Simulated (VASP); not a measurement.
# MgSe (Fm-3m) in VASP: a series of runs, part 2 of 2

VASP 6.6.1. The steps go on from the part before.

## 4. Relaxation of cell and atoms, PBE

INCAR

```
  PREC = Accurate
  ENCUT = 600
  EDIFF = 1E-6
  ISMEAR = 0
  SIGMA = 0.02
  LREAL = F
  LASPH = T
  NELM = 100
  ALGO = Normal
  ISIF = 3
  LWAVE = F
  LCHARG = F
  GGA = PE
  IBRION = 2
  NSW = 100
  EDIFFG = -0.01
```

KPOINTS

```
regular mesh
0
Gamma
  10 10 10
```

POSCAR

```
MgSe
1.0
   -1.9548023012      1.9548023012      2.7348105326
    1.9548023012     -1.9548023012      2.7348105326
    1.9548023012      1.9548023012     -2.7348105326
Mg Se
1 1
Direct
    0.5000000000      0.5000000000      0.0000000000
    0.0000000000      0.0000000000      0.0000000000
```

Potentials or basis: VASP PAW PBE potentials, release 64 (Mg, Se).

Command:

```bash
$ cat potpaw_PBE.64/Mg/POTCAR potpaw_PBE.64/Se/POTCAR > POTCAR
$ mpirun -np 1 vasp_std > vasp.out
```

OUTCAR:

```text
PREC = Accurate
   ENCUT = 600
   EDIFF = 1E-6
   ISMEAR = 0
   LREAL = F
   LASPH = T
   NELM = 100
   ISIF = 3
   GGA = PE
   IBRION = 2
   NSW = 100
   EDIFFG = -0.01

 ion  position               nearest neighbor table
   1  0.500  0.500  0.000-   2 2.73   2 2.73   2 2.76   2 2.76   2 2.76   2 2.76
   2  0.000  0.000  0.000-   1 2.73   1 2.73   1 2.76   1 2.76   1 2.76   1 2.76

  LATTYP: Found a body centered tetragonal cell.
 ALAT       =     3.9096046024
 C/A-ratio  =     1.3990215435

  Lattice vectors:

 A1 = (  -1.9548023012,   1.9548023012,   2.7348105326)
 A2 = (   1.9548023012,  -1.9548023012,   2.7348105326)
 A3 = (   1.9548023012,   1.9548023012,  -2.7348105326)

Analysis of symmetry for initial positions (statically):
=====================================================================
 Subroutine PRICEL returns:
 Original cell was already a primitive cell.

 Routine SETGRP: Setting up the symmetry group for a
 body centered tetragonal supercell.

 Subroutine GETGRP returns: Found 16 space group operations
 (whereof 16 operations were pure point group operations)
 out of a pool of 16 trial point group operations.

The static configuration has the point symmetry D_4h.

Analysis of symmetry for dynamics (positions and initial velocities):
=====================================================================
 Subroutine PRICEL returns:
 Original cell was already a primitive cell.

 Routine SETGRP: Setting up the symmetry group for a
 body centered tetragonal supercell.

 Subroutine GETGRP returns: Found 16 space group operations
 (whereof 16 operations were pure point group operations)
 out of a pool of 16 trial point group operations.

The dynamic configuration has the point symmetry D_4h.

 Subroutine INISYM returns: Found 16 space group operations
 (whereof 16 operations are pure point group operations),
 and found     1 'primitive' translations

----------------------------------------------------------------------------------------

                                     Primitive cell

  volume of cell :      41.8016

  direct lattice vectors                    reciprocal lattice vectors
    -1.954802301  1.954802301  2.734810533     0.000000000  0.255780341  0.182828022
     1.954802301 -1.954802301  2.734810533     0.255780341  0.000000000  0.182828022
     1.954802301  1.954802301 -2.734810533     0.255780341  0.255780341  0.000000000

  length of vectors
     3.888662074  3.888662074  3.888662074     0.314403672  0.314403672  0.361728028

  position of ions in fractional coordinates (direct lattice)
     0.500000000  0.500000000  0.000000000
     0.000000000  0.000000000  0.000000000

  ion indices of the primitive-cell ions
   primitive index   ion index
                 1           1
                 2           2

----------------------------------------------------------------------------------------

 KPOINTS: regular mesh

Automatic generation of k-mesh.
 Grid dimensions read from file:
 generate k-points for:   10   10   10

 Generating k-lattice:
[... 48 lines left out ...]
   dimension x,y,z NGXF=    64 NGYF=   64 NGZF=   64
   ions per type =               1   1
   NGX,Y,Z   is equivalent  to a cutoff of  13.68, 13.68, 13.68 a.u.
   NGXF,Y,Z  is equivalent  to a cutoff of  27.36, 27.36, 27.36 a.u.
 SYSTEM =  unknown system
   PREC   = accura    normal or accurate (medium, high low for compatibility)
   ISTART =      0    job   : 0-new  1-cont  2-samecut
   ICHARG =      2    charge: 1-file 2-atom 10-const
   ISPIN  =      1    spin polarized calculation?
   LNONCOLLINEAR =      F non collinear calculations
   LSORBIT =      F    spin-orbit coupling
   LASPH  =      T    aspherical Exc in radial PAW
   ENCUT  =  600.0 eV  44.10 Ry    6.64 a.u.   7.77  7.77  7.77*2*pi/ulx,y,z
   NELM   =    100;   NELMIN=  2; NELMDL= -5     # of ELM steps
   EDIFF  = 0.1E-05   stopping-criterion for ELM
   LREAL  =      F    real-space projection
   EDIFFG = -.1E-01   stopping-criterion for IOM
   NSW    =    100    number of steps for IOM
   IBRION =      2    ionic relax: 0-MD 1-quasi-New 2-CG
   NFREE  =      1    steps in history (QN), initial steepest desc. (CG)
   ISIF   =      3    stress and relaxation
   ISYM   =      2    0-nonsym 1-usesym 2-fastsym
   POTIM  = 0.5000    time-step for ionic-motion
   TEBEG  =    0.0;   TEEND  =   0.0 temperature during run
   PSTRESS=    0.0 pullay stress
   NELECT =       8.0000    total number of electrons
   NUPDOWN=      -1.0000    fix difference up-down
   EMIN   =  10.00;   EMAX   =-10.00  energy-range for DOS
   EFERMI =   0.00;   METHOD = LEGACY
   ISMEAR =     0;   SIGMA  =   0.02  broadening in eV -4-tet -1-fermi 0-gaus
   EFERMI_NEDOS =   21; number of points for ismear=-14 and -15
   IALGO  =     38    algorithm
   IMIX   =      4    mixing-type and parameters
     AMIX     =   0.40;   BMIX     =  1.00
     AMIX_MAG =   1.60;   BMIX_MAG =  1.00
  volume/ion in A,a.u.               =      20.90       141.05
  Fermi-wavevector in a.u.,A,eV,Ry     =   0.943425  1.782814 12.109865  0.890050
  Thomas-Fermi vector in A             =   2.071131
   LORBIT       =      0    0 simple, 1 ext, 2 COOP (PROOUT), +10 PAW based schemes
   GGA     = PE    functional components
   LHFCALC =     F    Hartree Fock is set to
   AEXX    =    0.0000 exact exchange contribution
   IVDW    =     0    specifies the selected vdW correction
   LEPSILON=     F    determine dielectric tensor
   LRPA    =     F    only Hartree local field effects (RPA)
 conjugate gradient relaxation of ions
 non-spin polarized calculation
 Gauss-broadening in eV      SIGMA  =   0.02
  energy-cutoff  :      600.00
  volume of cell :       41.80
 maximum number of plane-waves:      1409
   NGX = 15   NGY = 15   NGZ = 15

--------------------------------------- Ionic step        1  -------------------------------------------

 number of electron       8.0000001 magnetization

 Free energy of the ion-electron system (eV)
  ---------------------------------------------------
  ext. energy  EPLUGINS =         0.00000000
  ---------------------------------------------------
  free energy    TOTEN  =        -7.49009576 eV

  energy without entropy =       -7.49009576  energy(sigma->0) =       -7.49009576

------------------------ aborting loop because EDIFF is reached ----------------------------------------

  FORCE on cell =-STRESS in cart. coord.  units (eV):
  Direction    XX          YY          ZZ          XY          YZ          ZX
  --------------------------------------------------------------------------------------
  -------------------------------------------------------------------------------------
  Total       -0.1123631     -0.1123631      0.1160026      0.0000000     -0.0000000      0.0000000
  in kB       -4.3066679     -4.3066679      4.4461642      0.0000000     -0.0000000      0.0000000
  external PRESSURE =      -1.3890572 kB  Pullay stress =       0.0000000 kB
[... 131 lines left out ...]
--------------------------------------- Ionic step        5  -------------------------------------------

 number of electron       8.0000001 magnetization

 Free energy of the ion-electron system (eV)
  ---------------------------------------------------
  ext. energy  EPLUGINS =         0.00000000
  ---------------------------------------------------
  free energy    TOTEN  =        -7.49096649 eV

  energy without entropy =       -7.49096649  energy(sigma->0) =       -7.49096649

 E-fermi :   3.0996     XC(G=0):  -9.3703

 val. band max:        2.9811858653   @ k =   0.0000   0.0000   0.0000
 cond. band min:       4.7326882471   @ k =   0.5000   0.5000   0.0000
 fundamental gap:      1.7515023817
 Fermi energy:         3.0995824814

 k-point     1 :       0.0000    0.0000    0.0000
  band No.  band energies     occupation
      1      -9.8020      2.00000
      2       2.9807      2.00000
      3       2.9807      2.00000
      4       2.9812      2.00000
      5       5.3822      0.00000
      6      10.4016      0.00000
      7      10.4025      0.00000
      8      10.4025      0.00000
[... 243 lines left out ...]
 k-point    24 :       0.4000    0.3000    0.0000
  band No.  band energies     occupation
      1      -8.4994      2.00000
      2      -0.8721      2.00000
      3      -0.0076      2.00000
      4       1.7679      2.00000
      5       6.3698      0.00000
      6       9.8023      0.00000
      7      11.1414      0.00000
      8      11.7711      0.00000

 [... further k-points ...]

------------------------ aborting loop because EDIFF is reached ----------------------------------------

  FORCE on cell =-STRESS in cart. coord.  units (eV):
  Direction    XX          YY          ZZ          XY          YZ          ZX
  --------------------------------------------------------------------------------------
  -------------------------------------------------------------------------------------
  Total       -0.0065510     -0.0065510     -0.0091495      0.0000000      0.0000000      0.0000000
  in kB       -0.2516316     -0.2516316     -0.3514447      0.0000000      0.0000000      0.0000000
  external PRESSURE =      -0.2849026 kB  Pullay stress =       0.0000000 kB
[... 17 lines left out ...]
  FREE ENERGIE OF THE ION-ELECTRON SYSTEM (eV)
  ---------------------------------------------------
  free  energy   TOTEN  =        -7.4909664943 eV

  energy  without entropy=       -7.4909664943  energy(sigma->0) =       -7.49096649

 reached required accuracy - stopping structural energy minimisation
```

CONTCAR:

```text
MgSe
   1.00000000000000
    -1.9463068560870882    1.9463068560870882    2.7527690703568699
     1.9463068560870882   -1.9463068560870882    2.7527690703568699
     1.9463068560870882    1.9463068560870882   -2.7527690703568699
  Mg              Se
     1     1
Direct
     0.5000000000000000    0.5000000000000000    0.0000000000000000
     0.0000000000000000    0.0000000000000000    1.0000000000000000

  0.00000000E+00  0.00000000E+00  0.00000000E+00
  0.00000000E+00  0.00000000E+00  0.00000000E+00
```

Run time: 37 s. Hardware: 1 thread of Intel Xeon Platinum 8559C (Emerald Rapids), shared host; peak memory 0.22 GiB.

Results:

| Property | Result |
| --- | --- |
| Free energy | -7.4910 eV |
| Relaxed volume | 20.86 Å³/atom |
| Relaxed cell | a = 3.893 Å, b = 3.893 Å, c = 3.893 Å, α = 120.00°, β = 120.00°, γ = 89.99° |
| Space group after relaxing (to 0.05 Å) | Fm-3m (No. 225) |
| Energy gained by relaxing | 0.4 meV/atom |
| Ionic steps | 5 |
| Pressure after relaxing | 0.0 GPa |
| Band gap on the k mesh | 1.75 eV, indirect (least direct gap 2.40 eV) |

Step by step:
| step | energy change (eV) | largest force (eV/Å) | pressure (GPa) | volume (Å³) |
| --- | --- | --- | --- | --- |
| 1 | 0.0000 | 0.0000 | -0.14 | 41.80 |
| 2 | -0.0007 | 0.0000 | 0.01 | 41.69 |
| 3 | -0.0008 | 0.0000 | 0.11 | 41.62 |
| 4 | -0.0008 | 0.0000 | 0.13 | 41.61 |
| 5 | -0.0009 | 0.0000 | -0.03 | 41.71 |

Final structure:
```
CELL_PARAMETERS angstrom
-1.94631 1.94631 2.75277
1.94631 -1.94631 2.75277
1.94631 1.94631 -2.75277
ATOMIC_POSITIONS crystal
Mg 0.50000 0.50000 0.00000
Se 0.00000 0.00000 0.00000
```

A k mesh can miss the band edges. PBE gaps usually lie below the measured ones, often by a third to a half.
